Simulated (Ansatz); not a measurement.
Crystal: CdS (Greenockite).

```xyz
4
Lattice="4.1500 0.0000 0.0000 -2.0750 3.5940 0.0000 0.0000 0.0000 6.7370" Properties=species:S:1:pos:R:3 pbc="T T T"
Cd    2.0750    1.1980    3.3685
Cd    0.0000    2.3960    0.0000
S     2.0750    1.1980    5.8949
S     0.0000    2.3960    2.5264
```

Program: Ansatz 0.2.0. Alike in all runs: task band structure; potentials or basis Ansatz PAW; cell as given; cutoff (eV) 420; smearing fermi-dirac 0.05 eV.

Task: Order these runs on this cell by their band gap on the k mesh, lowest first.
A. level LDA; spin SOC, no magnetisation; k mesh 7 × 7 × 4; points for each segment of the path 14; mesh quality not flagged
B. level PBE-EpsX; spin off; k mesh 4 × 4 × 3; points for each segment of the path 4; mesh quality coarse
C. level exchange-only PBE; spin off; k mesh 7 × 7 × 4; points for each segment of the path 14; mesh quality not flagged

Result: A (0.90 eV), C (1.17 eV), B (2.30 eV).

Caveats: some runs use coarse meshes.

Runs at the PBE level aren't shown here.
